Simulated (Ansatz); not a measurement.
# I (Fmmm) in Ansatz: further runs

The runs below take I through band structure, single point, equation of state, with LDA.

Everything below comes from runs of Ansatz 0.2.0. Logs are shortened: lines on timing, memory, paths and dates and some standing lists are left out, and cuts for length are marked.

### 1 The structure

Symmetry: Fmmm, No. 69, orthorhombic system. The conventional cell has a = 4.384 Å, b = 4.731 Å, c = 7.820 Å, α = 90.00°, β = 90.00°, γ = 90.00°. I (site symmetry mmm) has 4 I at 3.23 Å as nearest neighbours.

### 2 Band structure, LDA

input.yaml

```yaml
crystal:
  lattice:
    - [0.0, 2.3656004428, 3.9098401324]
    - [2.1922454667, 0.0, 3.9098401324]
    - [2.1922454667, 2.3656004428, 0.0]
  atoms:
    - { symbol: I, position: [0.0, 0.0, 0.0] }
hamiltonian:
  xc: lda
  pseudopotentials: { kind: paw }
kpoints:
  mp_grid: { grid: [9, 9, 9] }
  band_path:
    path:
      - [[0.0, 0.0, 0.0], [0.5, 0.0, 0.5], [0.5, 0.1138942365, 0.6138942365], [0.0504161431, 0.5, 0.5504161431], [0.0, 0.5, 0.5], [0.0, 0.0, 0.0], [0.5, 0.5, 0.0], [0.9495838569, 0.5, 0.4495838569], [0.8622775204, 0.3622775204, 0.5], [0.5, 0.1138942365, 0.6138942365]]
      - [[0.5, 0.8861057635, 0.3861057635], [0.5, 0.5, 0.0]]
      - [[0.0, 0.5, 0.5], [0.1377224796, 0.6377224796, 0.5]]
      - [[0.8622775204, 0.3622775204, 0.5], [0.5, 0.0, 0.5]]
      - [[0.5, 0.5, 0.5], [0.0, 0.0, 0.0]]
    npoints: 14
scf:
  occupations: { method: fermi_dirac, width: 0.05 }
  n_extra_bands: 6
output:
  forces: true
  stress: true
  eigenvalues: true
  fatbands: true
```

Potentials or basis: Ansatz PAW.

Started as:

```
$ ansatz run input.yaml --threads 2 --pin off --max-ram 5632MiB --backend cpu --events-out ev --progress --plain --runs-dir out
```

What it wrote:

```text
Warning: RAYON_NUM_THREADS=2 ignored (pool sized by the plan → 2); use --threads N
scf.n_extra_bands = 6 over 9 filled bands (N_el = 17.0): the run solves 15 bands
Engine: ansatz 0.2.0, aarch64-unknown-linux-gnu
Pseudopotentials: kind: paw
Pseudopotential: I, paw, valence charge 17, recommended cutoff 420 eV (normal), I.paw.azcp
Functional definition: SPW92
  exchange = slater_x
  correlation = pw_c
Crystal: 1 atoms, lattice volume = 40.553 Å³
Basis set: ecut = 420 eV, 797 PW (Γ)
Bands: 15, of which v1, the nominal top of the filled ones, is band 9 counted from 1 (8 counted from 0)
Symmetry: 8 space group operations
Space group: Fmmm (ITA 69), of the structure as read, at distance tolerance 3.4e-5 Å
k-points: 125 of 729
Non-local potential: I, projectors of the file, l = 0: 2, l = 1: 2, l = 2: 2, l = 3: 2
PAW form: soft (Blöchl's): semilocal exchange-correlation on the pseudo side does not see the compensation charge
PAW frozen core: I, regenerated for the run's functional, and the local potential with it (the file was generated under x = pbe(κ = 0.804, μ = 0.2195149727645171), c = pbe(β = 0.06672455060314922))
PAW one-centre angular grid: I, 590 points (default); XC on 64 Gauss nodes
Initial density: superposition of atomic densities (neutral atoms: chi_scale 0, normalization atom), corrected by the library's trained network
Initial wavefunctions: pseudopotential atomic-orbital guess
Functional: x = slater, c = lda
SCF iter   1: F=—  HF=-7355.753340 eV  |F-HF|=—  |Δ(HF+E_count)|=         —  Δρ=3.85e-3  dr2=2.40e-3  ethr=1.77e-3  ⟨swp⟩=6.2  Hψ=12354  notcnv=0  defer=2
preconditioner: auto → LDOS  [metal: Δε(μ)=0.036 eV  Ē_g=14.920 eV  σ=0.050 eV  W_gap=0.17  n_scr=10 (ndim 8)  ℏωp=15.4 eV  f_vac=0.087  D(μ)=0.64/eV (n_scr^D=2)  β→1.0]
SCF iter   2: F=—  HF=-7355.752502 eV  |F-HF|=—  |Δ(HF+E_count)|=   8.38e-4  Δρ=4.78e-4  dr2=8.21e-5  ethr=1.41e-5  ⟨swp⟩=2.4  Hψ=3898  notcnv=0  defer=10
SCF iter   3: F=—  HF=-7355.752480 eV  |F-HF|=—  |Δ(HF+E_count)|=   2.17e-5  Δρ=2.02e-4  dr2=1.42e-5  ethr=4.83e-7  ⟨swp⟩=2.8  Hψ=2731  notcnv=0  defer=10
SCF iter   4: F=—  HF=-7355.752475 eV  |F-HF|=—  |Δ(HF+E_count)|=   5.80e-6  Δρ=6.96e-5  dr2=1.54e-6  ethr=8.35e-8  ⟨swp⟩=2.4  Hψ=2738  notcnv=0  defer=10
iter 5 did not close the SCF: its close was put off for the readings that it lacked (scf_convergence_deferred on its scf_iter line)
SCF iter   5: F=-7355.752474 eV  HF=-7355.752474 eV  |F-HF|=8.16e-8  |Δ(HF+E_count)|=   5.57e-7  Δρ=1.63e-5  dr2=9.70e-8  ethr=9.04e-9  ⟨swp⟩=2.0  Hψ=1906  notcnv=0  defer=10
SCF iter   6: F=-7355.752474 eV  HF=-7355.752474 eV  |F-HF|=4.40e-10  |Δ(HF+E_count)|=   3.84e-8  Δρ=1.81e-6  dr2=9.14e-10  ethr=5.71e-10  ⟨swp⟩=6.5  Hψ=10553  notcnv=0
SCF 1 converged in 6 iterations: F = -7355.752474 eV  dr2 = 9.14e-10
NSCF: frozen V_eff on 187 k-points
SCF converged after 6 iterations
Free energy (F): -7355.752474 eV
Harris-Foulkes:  -7355.752474 eV  (|F-HF|=4.40e-10)
Internal energy: -7355.747168 eV  (E = F + TS)
E sigma→0 (E₀):  -7355.749821 eV
Entropy (-TS):   -0.005306 eV (-5.306 meV/atom)
Fermi energy:    5.627851 eV
--- Per-component energies (eV) ---
  E_band       = -392.505522
  E_kinetic    = 189.180829
  E_local      = -1993.976669  (includes V_loc(G=0)·N_el)
  E_nonlocal   = -87.326566
  E_hartree    = 1021.957427
  E_xc         = -127.124153
  E_vxc        = -128.351620  (∫ρ·V_xc dr)
  E_paw        = -4657.782093  (= ΣΔE_a)
  E_vpaw       = -415.946163  (= ΣTr[D̂ρ^β])
  E_aug_tail   = 0.000066  (compensation charges beyond the density's cutoff)
  E_ewald      = -1701.457224
  E_core_change = 0.781215  (= ΣΔE_core)
  E_smearing   = -0.005306  (= −TS)
  E_closure    = -0.000000  (closes the sum)
  Σ components = -7355.752474   (vs F -7355.752474, Δ=0.00e0)
--- Forces (eV/Å), atoms counted from 1 ---
  atom   1  I      0.00000000    -0.00000000     0.00000000
  max |Σ_I F_I| component: 9.86e-32 eV/Å
--- Stress (GPa, compression-positive) ---
       -2.690594      -0.000000       0.000000
       -0.000000      -3.148740      -0.000000
        0.000000      -0.000000      -1.100893
  P = ⅓ Tr σ = -2.3134 GPa (-23.134 kbar)
--- Band table (eV; the first three rows and the last of 125) ---
  k-point 0: bands = ["-39.5911", "-39.5686", "-39.3883", "-39.3573", "-39.3166", "-8.2958", "3.7534", "6.4125", "6.6732", "9.9210", "13.3087", "13.8332", "17.7947", "17.9442", "18.2490"]
  k-point 1: bands = ["-39.5888", "-39.5693", "-39.3887", "-39.3576", "-39.3158", "-8.1653", "3.7450", "5.4284", "6.6347", "10.3054", "13.6385", "14.9144", "15.5719", "18.1781", "18.5605"]
  k-point 2: bands = ["-39.5831", "-39.5709", "-39.3896", "-39.3583", "-39.3135", "-7.8009", "3.3542", "3.8583", "6.8421", "11.0684", "13.6567", "14.0339", "17.6643", "18.5979", "19.2125"]
  k-point 124: bands = ["-39.5888", "-39.5693", "-39.3885", "-39.3574", "-39.3156", "-7.9280", "1.7024", "5.2061", "6.4342", "12.9395", "14.1893", "15.6784", "20.0496", "20.4207", "20.9100"]
```

It took 4.6 s on 2 threads of Arm Neoverse V1, shared host; peak memory 0.34 GiB.

Results:

| Property | Result |
| --- | --- |
| Free energy | -7355.7525 eV |
| Pressure | -2.3 GPa |
| Band gap on the k mesh | none (metal or under the smearing width) |

Levels at the corners of the path, in eV from the Fermi level:
| point | band 7 | band 8 | band 9 | band 10 | band 11 | band 12 |
| --- | --- | --- | --- | --- | --- | --- |
| Γ | -1.87 | 0.78 | 1.05 | 4.29 | 7.68 | 8.21 |
| Y | -4.38 | -3.44 | -0.42 | 3.90 | 6.57 | 9.76 |
| C | -3.99 | -3.34 | -1.06 | 5.25 | 6.76 | 10.10 |
| D | -3.96 | -3.68 | -0.86 | 4.03 | 5.84 | 10.62 |
| X | -4.06 | -3.75 | -0.71 | 3.85 | 5.68 | 10.46 |
| Γ | -1.87 | 0.78 | 1.05 | 4.29 | 7.68 | 8.21 |
| Z | -4.07 | 0.56 | 0.84 | 7.11 | 7.22 | 10.46 |
| D1 | -3.96 | -3.68 | -0.86 | 4.03 | 5.84 | 10.62 |
| H | -4.12 | -3.70 | -0.68 | 3.96 | 6.07 | 9.05 |
| C | -3.99 | -3.34 | -1.06 | 5.25 | 6.76 | 10.10 |
| C1 | -3.99 | -3.34 | -1.06 | 5.25 | 6.76 | 10.10 |
| Z | -4.07 | 0.56 | 0.84 | 7.11 | 7.22 | 10.46 |
| X | -4.06 | -3.75 | -0.71 | 3.85 | 5.68 | 10.46 |
| H1 | -4.12 | -3.70 | -0.68 | 3.96 | 6.07 | 9.05 |
| H | -4.12 | -3.70 | -0.68 | 3.96 | 6.07 | 9.05 |
| Y | -4.38 | -3.44 | -0.42 | 3.90 | 6.57 | 9.76 |
| L | -5.20 | -1.68 | 1.70 | 4.66 | 9.27 | 10.39 |
| Γ | -1.87 | 0.78 | 1.05 | 4.29 | 7.68 | 8.21 |

Caveat: spin-orbit coupling is left out, which moves the levels of the heavy elements; an odd number of electrons without spin polarisation forces a metal; a magnetic or distorted state may lie lower; the PAW data sets come from PBE, with cores solved anew for the run's functional, which leaves a small shift of forces and pressure.

### 3 Single point, LDA, 38.12 Å³/atom (volume scaled by 0.94)

input.yaml

```yaml
crystal:
  lattice:
    - [0.0, 2.3173093325, 3.830025081]
    - [2.1474932061, 0.0, 3.830025081]
    - [2.1474932061, 2.3173093325, 0.0]
  atoms:
    - { symbol: I, position: [0.0, 0.0, 0.0] }
hamiltonian:
  xc: lda
  pseudopotentials: { kind: paw }
kpoints:
  mp_grid: { grid: [9, 9, 9] }
scf:
  occupations: { method: fermi_dirac, width: 0.05 }
output:
  forces: true
  stress: true
  eigenvalues: true
```

Potentials or basis: Ansatz PAW.

Started as:

```
$ ansatz run input.yaml --threads 2 --pin off --max-ram 5632MiB --backend cpu --events-out ev --progress --plain --runs-dir out
```

What it wrote:

```text
Warning: RAYON_NUM_THREADS=2 ignored (pool sized by the plan → 2); use --threads N
[... 6 set-up lines as earlier in the session ...]
Crystal: 1 atoms, lattice volume = 38.120 Å³
Basis set: ecut = 420 eV, 773 PW (Γ)
Bands: 13, of which v1, the nominal top of the filled ones, is band 9 counted from 1 (8 counted from 0)
[... 2 set-up lines as earlier in the session ...]
k-points: 125 of 729
[... 7 set-up lines as earlier in the session ...]
SCF iter   1: F=—  HF=-7355.777475 eV  |F-HF|=—  |Δ(HF+E_count)|=         —  Δρ=4.15e-3  dr2=2.67e-3  ethr=1.77e-3  ⟨swp⟩=6.2  Hψ=11007  notcnv=0
preconditioner: auto → Kerker (q_TF=auto, 2.385 Å⁻¹)  [metal: Δε(μ)=0.044 eV  Ē_g=13.378 eV  σ=0.050 eV  W_gap=0.21  n_scr=10 (ndim 8)  ℏωp=15.9 eV  f_vac=0.044  D(μ)=0.53/eV (n_scr^D=0)]
SCF iter   2: F=—  HF=-7355.776536 eV  |F-HF|=—  |Δ(HF+E_count)|=   9.39e-4  Δρ=2.55e-3  dr2=1.11e-3  ethr=1.57e-5  ⟨swp⟩=2.0  Hψ=3177  notcnv=0
SCF iter   3: F=—  HF=-7355.776405 eV  |F-HF|=—  |Δ(HF+E_count)|=   1.31e-4  Δρ=6.99e-4  dr2=1.10e-4  ethr=6.53e-6  ⟨swp⟩=2.0  Hψ=2691  notcnv=0
SCF iter   4: F=—  HF=-7355.776292 eV  |F-HF|=—  |Δ(HF+E_count)|=   1.13e-4  Δρ=2.79e-4  dr2=2.09e-5  ethr=6.46e-7  ⟨swp⟩=2.0  Hψ=2672  notcnv=0
SCF iter   5: F=—  HF=-7355.776284 eV  |F-HF|=—  |Δ(HF+E_count)|=   7.78e-6  Δρ=5.57e-5  dr2=2.07e-6  ethr=1.23e-7  ⟨swp⟩=2.0  Hψ=2683  notcnv=0
SCF iter   6: F=—  HF=-7355.776285 eV  |F-HF|=—  |Δ(HF+E_count)|=   2.75e-7  Δρ=1.95e-5  dr2=2.89e-7  ethr=1.22e-8  ⟨swp⟩=2.2  Hψ=1834  notcnv=0
SCF iter   7: F=-7355.776285 eV  HF=-7355.776285 eV  |F-HF|=3.91e-9  |Δ(HF+E_count)|=   8.41e-8  Δρ=3.26e-6  dr2=7.70e-9  ethr=5.88e-10  ⟨swp⟩=6.2  Hψ=7417  notcnv=0
SCF 1 converged in 7 iterations: F = -7355.776285 eV  dr2 = 7.70e-9
SCF converged after 7 iterations
Free energy (F): -7355.776285 eV
Harris-Foulkes:  -7355.776285 eV  (|F-HF|=3.91e-9)
Internal energy: -7355.771844 eV  (E = F + TS)
E sigma→0 (E₀):  -7355.774064 eV
Entropy (-TS):   -0.004441 eV (-4.441 meV/atom)
Fermi energy:    6.537198 eV
--- Per-component energies (eV) ---
  E_band       = -380.382111
  E_kinetic    = 189.818235
  E_local      = -1935.608212  (includes V_loc(G=0)·N_el)
  E_nonlocal   = -87.300608
  E_hartree    = 998.727108
  E_xc         = -127.511655
  E_vxc        = -128.852349  (∫ρ·V_xc dr)
  E_paw        = -4657.763570  (= ΣΔE_a)
  E_vpaw       = -415.892685  (= ΣTr[D̂ρ^β])
  E_aug_tail   = 0.000049  (compensation charges beyond the density's cutoff)
  E_ewald      = -1736.914406
  E_core_change = 0.781215  (= ΣΔE_core)
  E_smearing   = -0.004441  (= −TS)
  E_closure    = -0.000000  (closes the sum)
  Σ components = -7355.776285   (vs F -7355.776285, Δ=0.00e0)
--- Forces (eV/Å), atoms counted from 1 ---
  atom   1  I     -0.00000000     0.00000000    -0.00000000
  max |Σ_I F_I| component: 2.22e-31 eV/Å
--- Stress (GPa, compression-positive) ---
       -0.533439      -0.000000      -0.000000
       -0.000000      -0.575341      -0.000000
       -0.000000      -0.000000      -1.032064
  P = ⅓ Tr σ = -0.7136 GPa (-7.136 kbar)
--- Band table (eV; the first three rows and the last of 125) ---
  k-point 0: bands = ["-38.8525", "-38.8219", "-38.6453", "-38.6129", "-38.5770", "-7.8085", "4.4628", "7.4130", "7.6936", "10.6897", "14.1393", "14.8968", "18.7172"]
  k-point 1: bands = ["-38.8495", "-38.8227", "-38.6458", "-38.6133", "-38.5758", "-7.6636", "4.4499", "6.3264", "7.6547", "11.0831", "14.5510", "15.9970", "16.4470"]
  k-point 2: bands = ["-38.8421", "-38.8248", "-38.6471", "-38.6142", "-38.5729", "-7.2559", "4.0651", "4.5746", "7.8877", "11.8731", "14.4560", "14.9651", "18.9076"]
  k-point 124: bands = ["-38.8495", "-38.8227", "-38.6456", "-38.6130", "-38.5755", "-7.3805", "2.1720", "6.0608", "7.4198", "13.8278", "15.2137", "16.9174", "21.1062"]
```

Wall time 2.1 s (2 threads of Arm Neoverse V1, shared host); peak memory 0.33 GiB.

What came out:

* Free energy: -7355.7763 eV
* Pressure: -0.7 GPa
* Band gap on the k mesh: none (metal or under the smearing width)

Caveat: an odd number of electrons without spin polarisation forces a metal; a magnetic or distorted state may lie lower; the PAW data sets come from PBE, with cores solved anew for the run's functional, which leaves a small shift of forces and pressure.

### 4 Single point, LDA, 38.93 Å³/atom (volume scaled by 0.96)

input.yaml

```yaml
crystal:
  lattice:
    - [0.0, 2.33362895, 3.8569979773]
    - [2.1626168959, 0.0, 3.8569979773]
    - [2.1626168959, 2.33362895, 0.0]
  atoms:
    - { symbol: I, position: [0.0, 0.0, 0.0] }
hamiltonian:
  xc: lda
  pseudopotentials: { kind: paw }
kpoints:
  mp_grid: { grid: [9, 9, 9] }
scf:
  occupations: { method: fermi_dirac, width: 0.05 }
output:
  forces: true
  stress: true
  eigenvalues: true
  write_density: true
  write_potential: true
  elf: true
  volumetric_format: npy
```

Started as:

```
$ ansatz run input.yaml --threads 2 --pin off --max-ram 5632MiB --backend cpu --events-out ev --progress --plain --runs-dir out
```

Wall time 2.7 s (2 threads of Arm Neoverse V1, shared host); peak memory 0.34 GiB.

The run converged. Its results:

| Property | Result |
| --- | --- |
| Free energy | -7355.7711 eV |
| Pressure | -1.3 GPa |
| Band gap on the k mesh | none (metal or under the smearing width) |

Caveat: an odd number of electrons without spin polarisation forces a metal; a magnetic or distorted state may lie lower; the PAW data sets come from PBE, with cores solved anew for the run's functional, which leaves a small shift of forces and pressure.

### 5 Single point, LDA, 39.74 Å³/atom (volume scaled by 0.98)

input.yaml

```yaml
crystal:
  lattice:
    - [0.0, 2.3497234514, 3.8835988039]
    - [2.1775319666, 0.0, 3.8835988039]
    - [2.1775319666, 2.3497234514, 0.0]
  atoms:
    - { symbol: I, position: [0.0, 0.0, 0.0] }
hamiltonian:
  xc: lda
  pseudopotentials: { kind: paw }
kpoints:
  mp_grid: { grid: [9, 9, 9] }
scf:
  occupations: { method: fermi_dirac, width: 0.05 }
output:
  forces: true
  stress: true
  eigenvalues: true
```

Started as:

```
$ ansatz run input.yaml --threads 2 --pin off --max-ram 5632MiB --backend cpu --events-out ev --progress --plain --runs-dir out
```

Run time: 2 s. Hardware: 2 threads of Arm Neoverse V1, shared host; peak memory 0.33 GiB.

Results (log left out):

| Property | Result |
| --- | --- |
| Free energy | -7355.7630 eV |
| Pressure | -1.9 GPa |
| Band gap on the k mesh | none (metal or under the smearing width) |

Caveat: an odd number of electrons without spin polarisation forces a metal; a magnetic or distorted state may lie lower; the PAW data sets come from PBE, with cores solved anew for the run's functional, which leaves a small shift of forces and pressure.

### 6 Single point, LDA, 40.55 Å³/atom

Edit input.yaml of step 5 so:

```diff
@@ -2,5 +2,5 @@
   lattice:
-    - [0.0, 2.3497234514, 3.8835988039]
-    - [2.1775319666, 0.0, 3.8835988039]
-    - [2.1775319666, 2.3497234514, 0.0]
+    - [0.0, 2.3656004428, 3.9098401324]
+    - [2.1922454667, 0.0, 3.9098401324]
+    - [2.1922454667, 2.3656004428, 0.0]
   atoms:
```

Potentials or basis: Ansatz PAW.

Started as:

```
$ ansatz run input.yaml --threads 2 --pin off --max-ram 5632MiB --backend cpu --events-out ev --progress --plain --runs-dir out
```

Run time: 2.1 s. Hardware: 2 threads of Arm Neoverse V1, shared host; peak memory 0.33 GiB.

Results (log left out):

```
Free energy            : -7355.7525 eV
Pressure               : -2.3 GPa
Band gap on the k mesh : none (metal or under the smearing width)
```

Caveat: an odd number of electrons without spin polarisation forces a metal; a magnetic or distorted state may lie lower; the PAW data sets come from PBE, with cores solved anew for the run's functional, which leaves a small shift of forces and pressure.

### 7 Single point, LDA, 41.36 Å³/atom (volume scaled by 1.02)

Edit input.yaml of step 6 so:

```diff
@@ -2,5 +2,5 @@
   lattice:
-    - [0.0, 2.3656004428, 3.9098401324]
-    - [2.1922454667, 0.0, 3.9098401324]
-    - [2.1922454667, 2.3656004428, 0.0]
+    - [0.0, 2.3812671275, 3.935733868]
+    - [2.2067640717, 0.0, 3.935733868]
+    - [2.2067640717, 2.3812671275, 0.0]
   atoms:
```

Started as:

```
$ ansatz run input.yaml --threads 2 --pin off --max-ram 5632MiB --backend cpu --events-out ev --progress --plain --runs-dir out
```

Wall time 2.3 s (2 threads of Arm Neoverse V1, shared host); peak memory 0.34 GiB.

It converged, with:

```
Free energy            : -7355.7397 eV
Pressure               : -2.7 GPa
Band gap on the k mesh : none (metal or under the smearing width)
```

Caveat: an odd number of electrons without spin polarisation forces a metal; a magnetic or distorted state may lie lower; the PAW data sets come from PBE, with cores solved anew for the run's functional, which leaves a small shift of forces and pressure.

### 8 Single point, LDA, 42.17 Å³/atom (volume scaled by 1.04)

Edit input.yaml of step 7 so:

```diff
@@ -2,5 +2,5 @@
   lattice:
-    - [0.0, 2.3812671275, 3.935733868]
-    - [2.2067640717, 0.0, 3.935733868]
-    - [2.2067640717, 2.3812671275, 0.0]
+    - [0.0, 2.3967303343, 3.9612912976]
+    - [2.2210941101, 0.0, 3.9612912976]
+    - [2.2210941101, 2.3967303343, 0.0]
   atoms:
```

Started as:

```
$ ansatz run input.yaml --threads 2 --pin off --max-ram 5632MiB --backend cpu --events-out ev --progress --plain --runs-dir out
```

It took 2.3 s on 2 threads of Arm Neoverse V1, shared host; peak memory 0.34 GiB.

The run converged. Its results:

```yaml
Free_energy: -7355.7251 eV
Pressure: -3.1 GPa
Band_gap_on_the_k_mesh: none (metal or under the smearing width)
```

Caveat: an odd number of electrons without spin polarisation forces a metal; a magnetic or distorted state may lie lower; the PAW data sets come from PBE, with cores solved anew for the run's functional, which leaves a small shift of forces and pressure.

### 9 Single point, LDA, 42.99 Å³/atom (volume scaled by 1.06)

Edit input.yaml of step 8 so:

```diff
@@ -2,5 +2,5 @@
   lattice:
-    - [0.0, 2.3967303343, 3.9612912976]
-    - [2.2210941101, 0.0, 3.9612912976]
-    - [2.2210941101, 2.3967303343, 0.0]
+    - [0.0, 2.4119965442, 3.9865231326]
+    - [2.2352415877, 0.0, 3.9865231326]
+    - [2.2352415877, 2.4119965442, 0.0]
   atoms:
```

Potentials or basis: Ansatz PAW.

Started as:

```
$ ansatz run input.yaml --threads 2 --pin off --max-ram 5632MiB --backend cpu --events-out ev --progress --plain --runs-dir out
```

It took 2.4 s on 2 threads of Arm Neoverse V1, shared host; peak memory 0.34 GiB.

It converged, with:

- Free energy: -7355.7088 eV
- Pressure: -3.4 GPa
- Band gap on the k mesh: none (metal or under the smearing width)

Caveat: an odd number of electrons without spin polarisation forces a metal; a magnetic or distorted state may lie lower; the PAW data sets come from PBE, with cores solved anew for the run's functional, which leaves a small shift of forces and pressure.

### 10 Equation of state, LDA

No new run: the results of the series are fitted here.

Results:

* Equilibrium volume: 37.29 Å³/atom (rough: see the caveat)
* Bulk modulus at fixed shape and positions: 34 GPa (rough)

Energy against volume, from the lowest point:
| volume (Å³/atom) | energy (meV/atom) |
| --- | --- |
| 38.120 | 0.00 |
| 38.931 | 5.18 |
| 39.742 | 13.24 |
| 40.553 | 23.81 |
| 41.364 | 36.56 |
| 42.175 | 51.21 |
| 42.986 | 67.49 |

Caveat: the minimum lies outside the volumes run; the cell was scaled at fixed shape and fractional positions, which overstates the stiffness of a crystal with free parameters, most of all of layers and chains. The run has no spin-orbit coupling, so splittings on I are missing.
